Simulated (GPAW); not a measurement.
BAs:

```
As B
1.0
     0.00000    2.38850    2.38850
     2.38850    0.00000    2.38850
     2.38850    2.38850    0.00000
As B
1 1
Cartesian
  3.5827 3.5827 3.5827
  0.0000 0.0000 0.0000
```

Base run:

```yaml
Program: GPAW 26.7.0
Functional: PBEsol
Potentials_or_basis: PAW data sets generated in the run's folder for this functional
Cutoff: 800 eV
Basis: pw
k_mesh: 10 × 10 × 10
Occupations: fermi-dirac, width 0.05 eV
Spin: no spin polarisation
```

Its results: band gap on the k mesh 1.08 eV, indirect (least direct gap 3.26 eV); pressure -0.3 GPa.

Question: The run is repeated on the same cell with these changes: functional from PBEsol to BLYP. What comes out?

Answer: Band gap on the k mesh 1.41 eV, indirect (least direct gap 3.39 eV); pressure 8.2 GPa.

BLYP binds less tightly than PBEsol, so the same cell stands under more pressure.

Not every run made on this cell is shown here.
